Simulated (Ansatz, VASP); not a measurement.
# Si2BPC2 in two plane-wave programs, part 2 of 2

One calculation is typed for both programs; each brings its own data sets. How far apart do they land? The cell is taken from a series of runs on this material, whose earlier steps may have relaxed, scaled, displaced or heated it; both programs get it as it stands.

VASP 6.6.1 and Ansatz 0.2.0.

So far. Step 2 (VASP: single point, HSE06): The run ends at a pressure of -1.01 GPa, with forces up to 0.13 eV/Å.

## (3) Ansatz: single point, HSE06

Level of this step: Ansatz beside VASP: Kohn-Sham DFT, plane waves, HSE06 (Ansatz).

Ansatz runs on its PAW soft_1 files.

The same cell, functional and mesh now go to Ansatz, which takes its cutoff from its data sets.

The input, input.yaml:

```yaml
crystal:
  lattice:
    - [3.1227157746, 0.0, 0.0]
    - [0.0, 4.4229345979, 1.60864e-05]
    - [0.0, 3.3678e-05, 9.4176319605]
  atoms:
    - { symbol: B, position: [0.0, -0.0471262999, 0.0720823415] }
    - { symbol: P, position: [0.5, 0.211259451, 0.0983089633] }
    - { symbol: B, position: [0.5, 0.4528809742, 0.2749186048] }
    - { symbol: P, position: [0.0, 0.7112628512, 0.2486944453] }
    - { symbol: Si, position: [0.0, 0.0291345413, 0.4359758668] }
    - { symbol: C, position: [0.5, 0.2688458755, 0.4267934494] }
    - { symbol: Si, position: [0.5, 0.5204750541, 0.5896900972] }
    - { symbol: C, position: [0.0, 0.7674112616, 0.5942206937] }
    - { symbol: Si, position: [0.0, 0.0204723415, 0.7573110778] }
    - { symbol: C, position: [0.5, 0.2674097425, 0.7527801341] }
    - { symbol: Si, position: [0.5, 0.5291298175, 0.9110258636] }
    - { symbol: C, position: [0.0, 0.7688443897, 0.9202063615] }
kpoints:
  mp_grid: { grid: [6, 4, 2] }
  band_path:
    path:
      - [0.0, 0.0, 0.0]
      - [-0.5, 0.0, 0.0]
      - [-0.5, 0.0, 0.5]
      - [0.0, 0.0, 0.5]
      - [0.0, -0.5, 0.5]
      - [-0.5, -0.5, 0.5]
      - [-0.5, -0.5, 0.0]
      - [0.0, -0.5, 0.0]
    npoints: 1
hamiltonian:
  xc: hse06
  pseudopotentials: { kind: paw, azcp: { folder: soft_1 } }
scf:
  occupations: { method: fixed }
  n_extra_bands: 8
output:
  eigenvalues: true
```

Run with:

```sh
> ansatz run input.yaml --threads 4 --pin off --max-ram 17510MiB --backend cpu --events-out ev --progress --plain --runs-dir out
```

Numbers of over 12 decimals in the logs are rounded to 6 here.

The log of the run:

```text
Warning: 2 symmetry operations that the atoms keep within the bar at which the run's group was sought (crystal.symmetry.tolerance 1.0e-5, or twice it) were not taken beside the 2 unitary ones that the detection took (of a slab, those that keep its plane). If the more symmetric cell is meant, write the vectors of crystal.lattice to more decimals, or, with the positions in fractional coordinates, give it by lengths and [...]
scf.n_extra_bands = 8 over 24 filled bands (N_el = 48.0): the run solves 32 bands
Engine: ansatz 0.2.0, aarch64-unknown-linux-gnu
Pseudopotentials: kind: paw
Pseudopotential: B, paw, valence charge 3, recommended cutoff 420 eV (normal), soft_1/B.paw.azcp
Pseudopotential: P, paw, valence charge 5, recommended cutoff 420 eV (normal), soft_1/P.paw.azcp
Pseudopotential: Si, paw, valence charge 4, recommended cutoff 420 eV (normal), soft_1/Si.paw.azcp
Pseudopotential: C, paw, valence charge 4, recommended cutoff 420 eV (normal), soft_1/C.paw.azcp
Functional definition: HSE06
  parameter a = 0.25
  parameter omega = 0.11/bohr
  exchange = pbe_x - a*pbe_x_sr(omega) + a*exact_x_sr(omega)
  correlation = pbe_c
davidson cushion auto → on  (no smearing: the cushion is to keep the highest requested band from converging to the state above it; pin scf.eigensolver.cushion to override)
Crystal: 12 atoms, lattice volume = 130.072 Å³
Basis set: ecut = 420 eV, 2543 PW (Γ)
Bands: 32, of which v1, the nominal top of the filled ones, is band 24 counted from 1 (23 counted from 0)
Symmetry: 2 space group operations
Space group: Pm (ITA 6), of the structure as read, at distance tolerance 5.1e-5 Å
k-points: 24 of 48 (time reversal used)
Non-local potential: B, projectors of the file, l = 0: 2, l = 1: 2, l = 2: 1
Non-local potential: P, projectors of the file, l = 0: 2, l = 1: 2, l = 2: 1
Non-local potential: Si, projectors of the file, l = 0: 2, l = 1: 2, l = 2: 1
Non-local potential: C, projectors of the file, l = 0: 2, l = 1: 2, l = 2: 1
PAW form: soft (Blöchl's): semilocal exchange-correlation on the pseudo side does not see the compensation charge
PAW frozen core: B, regenerated for the run's functional, and the local potential with it (the file was generated under x = pbe(κ = 0.804, μ = 0.219515), c = pbe(β = 0.066725))
PAW frozen core: P, regenerated for the run's functional, and the local potential with it (the file was generated under x = pbe(κ = 0.804, μ = 0.219515), c = pbe(β = 0.066725))
PAW frozen core: Si, regenerated for the run's functional, and the local potential with it (the file was generated under x = pbe(κ = 0.804, μ = 0.219515), c = pbe(β = 0.066725))
PAW frozen core: C, regenerated for the run's functional, and the local potential with it (the file was generated under x = pbe(κ = 0.804, μ = 0.219515), c = pbe(β = 0.066725))
PAW one-centre angular grid: B, 110 points (default); XC on 64 Gauss nodes
PAW one-centre angular grid: P, 110 points (default); XC on 64 Gauss nodes
PAW one-centre angular grid: Si, 110 points (default); XC on 64 Gauss nodes
PAW one-centre angular grid: C, 110 points (default); XC on 64 Gauss nodes
Initial density: superposition of atomic densities (chi_scale 0.1, normalization cell, long waves kept (reshape's long-wave potential 0.27 eV rms))
Initial wavefunctions: pseudopotential atomic-orbital guess
Functional: x = pbe(κ = 0.804, μ = 0.219515), c = pbe(β = 0.066725), warm-up for x = pbe(κ = 0.804, μ = 0.219515) + 0.25 (exact − pbe) at short range (hse, ω = 0.207870 Å⁻¹), c = pbe(β = 0.066725); HSE06 as pw.x's `hse` composes it (authors' and Libxc's form: `xc: wpbeh`)
SCF iter   1: F=—  HF=-5379.392985 eV  |F-HF|=—  |Δ(HF+E_count)|=         —  Δρ=1.17e-1  dr2=2.25e1  ethr=1.00e-1  ⟨swp⟩=5.1  Hψ=3099  notcnv=0
preconditioner: auto → none  [insulator: Δε(μ)=1.818 eV  Ē_g=11.238 eV  n_scr=22 (ndim 8)  ℏωp=22.6 eV  f_vac=0.000]
SCF iter   2: F=—  HF=-5373.218751 eV  |F-HF|=—  |Δ(HF+E_count)|=    6.17e0  Δρ=4.53e-2  dr2=2.35e0  ethr=4.69e-2  ⟨swp⟩=3.6  Hψ=2295  notcnv=0  defer=4
SCF iter   3: F=—  HF=-5372.653354 eV  |F-HF|=—  |Δ(HF+E_count)|=   5.65e-1  Δρ=1.94e-2  dr2=3.33e-1  ethr=4.89e-3  ⟨swp⟩=3.4  Hψ=2127  notcnv=0  defer=3
SCF iter   4: F=—  HF=-5372.692106 eV  |F-HF|=—  |Δ(HF+E_count)|=   3.88e-2  Δρ=1.04e-2  dr2=3.76e-1  ethr=6.94e-4  ⟨swp⟩=4.7  Hψ=2418  notcnv=0  defer=1
iter 5 solved again at ethr=5.35e-5 eV; its pass at ethr=6.94e-4 eV (dr2=2.57e-2 eV) is discarded
SCF iter   5: F=—  HF=-5372.619565 eV  |F-HF|=—  |Δ(HF+E_count)|=   7.25e-2  Δρ=2.22e-3  dr2=2.56e-2  ethr=5.35e-5  ⟨swp⟩=3.1  Hψ=3863  notcnv=0
SCF iter   6: F=—  HF=-5372.615080 eV  |F-HF|=—  |Δ(HF+E_count)|=   4.48e-3  Δρ=1.04e-3  dr2=1.10e-3  ethr=5.32e-5  ⟨swp⟩=4.0  Hψ=2008  notcnv=0  defer=2
SCF iter   7: F=—  HF=-5372.615139 eV  |F-HF|=—  |Δ(HF+E_count)|=   5.94e-5  Δρ=3.96e-4  dr2=1.22e-4  ethr=2.30e-6  ⟨swp⟩=3.8  Hψ=2308  notcnv=0
SCF iter   8: F=-5372.615161 eV  HF=-5372.615160 eV  |F-HF|=1.71e-6  |Δ(HF+E_count)|=   2.06e-5  Δρ=1.10e-4  dr2=9.69e-6  ethr=2.54e-7  ⟨swp⟩=3.4  Hψ=1974  notcnv=0
SCF 1 stopped early in 8 iterations: F = -5372.615161 eV  dr2 = 9.69e-6
  greatest PAW one-centre occupation: 0.771 electrons in one spin orbital (limit 2), on the P atom at site 1 (counted from 0), in its partial waves of l = 0
Initial density: handed on by an earlier stage of this run
Initial wavefunctions: those handed on with the density
Functional: x = pbe(κ = 0.804, μ = 0.219515) + 0.25 (exact − pbe) at short range (hse, ω = 0.207870 Å⁻¹), c = pbe(β = 0.066725); HSE06 as pw.x's `hse` composes it (authors' and Libxc's form: `xc: wpbeh`)
Exchange kernel: α = 0.2500, screened, ω = 0.2079 Å⁻¹, Wigner–Seitz truncation, v(0) = 1043.1190 eV·Å³, q-mesh 6×4×2, nearest image of the exchange supercell L = 17.69 Å, pair-density grid 15×20×45, without the augmentation charges, whose exchange is taken in its separable form by FFT convolution over the k-point mesh (sized by the pseudopotential files, 24×30×64 at the most), smooth part of the exact exchange by density-matrix convolution
Frozen-core exchange: fock
SCF iter   1: F=—  HF=-5376.440843 eV  |F-HF|=—  |Δ(HF+E_count)|=         —  Δρ=5.40e-3  dr2=2.28e-2  ethr=2.02e-7  ⟨swp⟩=10.4  Hψ=5630  notcnv=0
preconditioner: auto → none  [insulator: Δε(μ)=1.185 eV  Ē_g=12.234 eV  n_scr=22 (ndim 8)  ℏωp=22.6 eV  f_vac=0.000]
SCF iter   2: F=—  HF=-5376.430771 eV  |F-HF|=—  |Δ(HF+E_count)|=   1.01e-2  Δρ=1.51e-3  dr2=2.91e-3  ethr=2.02e-7  ⟨swp⟩=6.2  Hψ=3510  notcnv=0  defer=6
SCF iter   3: F=—  HF=-5376.446322 eV  |F-HF|=—  |Δ(HF+E_count)|=   1.56e-2  Δρ=6.80e-4  dr2=4.98e-4  ethr=2.02e-7  ⟨swp⟩=5.8  Hψ=3583  notcnv=0  defer=15
SCF iter   4: F=—  HF=-5376.446153 eV  |F-HF|=—  |Δ(HF+E_count)|=   1.69e-4  Δρ=1.20e-4  dr2=7.63e-5  ethr=2.02e-7  ⟨swp⟩=4.0  Hψ=2629  notcnv=0
SCF iter   5: F=—  HF=-5376.446498 eV  |F-HF|=—  |Δ(HF+E_count)|=   3.45e-4  Δρ=1.74e-4  dr2=6.46e-5  ethr=8.48e-8  ⟨swp⟩=4.9  Hψ=2943  notcnv=0
SCF iter   6: F=—  HF=-5376.446485 eV  |F-HF|=—  |Δ(HF+E_count)|=   1.32e-5  Δρ=5.05e-5  dr2=2.73e-5  ethr=8.48e-8  ⟨swp⟩=4.5  Hψ=2479  notcnv=0
SCF iter   7: F=-5376.446479 eV  HF=-5376.446479 eV  |F-HF|=1.48e-7  |Δ(HF+E_count)|=   5.49e-6  Δρ=1.36e-5  dr2=1.39e-6  ethr=5.45e-8  ⟨swp⟩=3.8  Hψ=1966  notcnv=0
SCF 2 stopped early in 7 iterations: F = -5376.446479 eV  dr2 = 1.39e-6
  greatest PAW one-centre occupation: 0.767 electrons in one spin orbital (limit 2), on the P atom at site 3 (counted from 0), in its partial waves of l = 0
hybrid outer 1: dexx = +1.832e-2 eV, tail = 1.42e-5 eV
Exchange kernel: α = 0.2500, screened, ω = 0.2079 Å⁻¹, Wigner–Seitz truncation, v(0) = 1043.1190 eV·Å³, q-mesh 6×4×2, nearest image of the exchange supercell L = 17.69 Å, pair-density grid 15×20×45, without the augmentation charges, whose exchange is taken in its separable form by FFT convolution over the k-point mesh (sized by the pseudopotential files, 24×30×64 at the most), smooth part of the exact exchange by density-matrix convolution
Frozen-core exchange: fock
SCF iter   1: F=—  HF=-5376.446306 eV  |F-HF|=—  |Δ(HF+E_count)|=         —  Δρ=2.05e-5  dr2=9.38e-7  ethr=1.48e-7  ⟨swp⟩=3.6  Hψ=1901  notcnv=0
preconditioner: auto → none  [insulator: Δε(μ)=1.241 eV  Ē_g=12.246 eV  n_scr=22 (ndim 8)  ℏωp=22.6 eV  f_vac=0.000]
iter 2 solved again at ethr=4.89e-11 eV; its pass at ethr=1.76e-9 eV (dr2=2.35e-8 eV) is discarded
SCF iter   2: F=-5376.446306 eV  HF=-5376.446306 eV  |F-HF|=1.71e-9  |Δ(HF+E_count)|=   4.34e-8  Δρ=6.95e-6  dr2=3.69e-8  ethr=4.89e-11  ⟨swp⟩=3.0  Hψ=4453  notcnv=0
SCF 3 converged in 2 iterations: F = -5376.446306 eV  dr2 = 3.69e-8
hybrid outer 2: dexx = +1.626e-7 eV, tail = 7.94e-8 eV, Δε = 5.67e-4 eV (about 4.79e-5 eV left of the loop's levels)
NSCF: frozen V_eff on 8 k-points
hybrid SCF converged: 2 outer / 9 inner (+8 warm-up), last move |dexx| = 1.63e-7 eV, tail = 7.94e-8 eV
Stability not checked: this state was not tested for a lower state beside it, because the functional holds exact exchange (a hybrid, or Hartree-Fock), whose exchange loop this test does not read (fock_operator; see scf.lower_state_search)
Free energy (F): -5376.446306 eV
Frozen-core exchange: fock
Harris-Foulkes:  -5376.446306 eV  (|F-HF|=1.71e-9)
Internal energy: -5376.446306 eV  (E = F + TS)
E sigma→0 (E₀):  -5376.446306 eV
Fermi energy:    9.700160 eV
--- Per-component energies (eV) ---
  E_band       = 102.182852
  E_kinetic    = 772.603624
  E_local      = -516.600429  (includes V_loc(G=0)·N_el)
  E_nonlocal   = 255.286298
  E_hartree    = 169.696896
  E_xc         = -516.717457
  E_vxc        = -515.090993  (∫ρ·V_xc dr)
  E_exx        = -87.916846  (= α·E_x^exact, valence–valence)
  E_paw        = -3752.646492  (= ΣΔE_a)
  E_vpaw       = -57.575911  (= ΣTr[D̂ρ^β])
  E_aug_tail   = 0.000229  (compensation charges beyond the density's cutoff)
  E_ewald      = -1699.670374
  E_core_change = -0.481756  (= ΣΔE_core)
  E_smearing   = -0.000000  (= −TS)
  E_closure    = 0.000000  (closes the sum)
  Σ components = -5376.446306   (vs F -5376.446306, Δ=-9.09e-13)
--- Band table (eV; the first three rows and the last of 24) ---
  k-point 0: bands = [... 20 lower, 8.2790, 8.7984, 9.1531, 9.6550, 10.9756, 12.5875, 13.2419, 13.5291, ... 4 higher]
  k-point 1: bands = [... 20 lower, 7.8167, 8.4039, 8.7152, 9.7002, 11.7153, 12.3023, 13.7235, 14.6754, ... 4 higher]
  k-point 2: bands = [... 20 lower, 8.0779, 8.1758, 8.2603, 8.9607, 11.5672, 13.1598, 13.7142, 14.0099, ... 4 higher]
  k-point 23: bands = [... 20 lower, 6.7095, 6.7095, 7.2150, 7.2150, 14.2763, 14.2764, 14.7773, 14.7774, ... 4 higher]
```

## (4) Differences

Known differences besides the potentials themselves: exact exchange at q = 0 is treated differently, which shows on coarse meshes; VASP keeps PBE cores, Ansatz makes them for the functional; fixed occupations in Ansatz, narrow Gaussian smearing in VASP; the cutoff is 420 eV in Ansatz and 520 eV in VASP; VASP takes a coarser grid for exact exchange (PRECFOCK = Fast). Total energies have different zeros and are not compared.

Compared:

```tsv
quantity	Ansatz	VASP	difference
gap on the k mesh (eV)	1.241	1.243	-0.002
```

A gap on the mesh is an upper bound, since the band edges may lie between its points.

## (5) What came out

| Item | Value |
| --- | --- |
| difference in gap on the k mesh (single point, HSE06) | -0.0021 eV |

In words: The difference in gap on the k mesh is -0.0021 eV (single point, HSE06), within the 0.08 eV picked in this series as the mark of a large difference. Such differences can come from data sets, numerical settings and the points named under the comparisons, not from the functional's error against experiment.

[Lines on the potential files, build, host, timing and source positions are cut from VASP's logs without a mark.]

[Logs are printed without paths, hosts, clocks, repeated set-up lines and the standing remarks that a program may print on its own settings, such as how far it seeks lower states.]

[Hosts, paths, dates, database ids (printed as entryN), source tags and the programs' standing remarks are cut or masked in the printed files.]
